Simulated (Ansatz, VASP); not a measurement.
**Two plane-wave programs on W**

```xyz
1
Lattice="-1.5917 1.5917 1.5917 1.5917 -1.5917 1.5917 1.5917 1.5917 -1.5917" Properties=species:S:1:pos:R:3 pbc="T T T"
W     0.0000    0.0000    0.0000
```

Alike in both runs: functional PBE; k mesh 20 × 20 × 20; occupations methfessel-paxton of order 1, width 0.1 eV; no spin polarisation.

Ansatz relaxed the structure, and its values are those at the end. VASP's run is a single point on that final structure, the one shown.

|  | VASP | Ansatz |
| --- | --- | --- |
| version | VASP 6.6.1 | Ansatz 0.2.0 |
| potentials or method | VASP PAW PBE potentials, release 64 (W_sv) | scalar-relativistic, plane waves, PAW |
| plane-wave cutoff (eV) | 520 | 420 |
| valence electrons in the cell | 14 | 14 |

|  | VASP | Ansatz | Ansatz less VASP |
| --- | --- | --- | --- |
| gap on the k mesh at the Fermi level (eV) | none | none | - |
| pressure (GPa) | 0.4 | 0.0 | -0.44 |

A gap of «none» marks a metal or a gap that the smearing closes.

Spin-orbit coupling is left out, which matters for the levels of W.
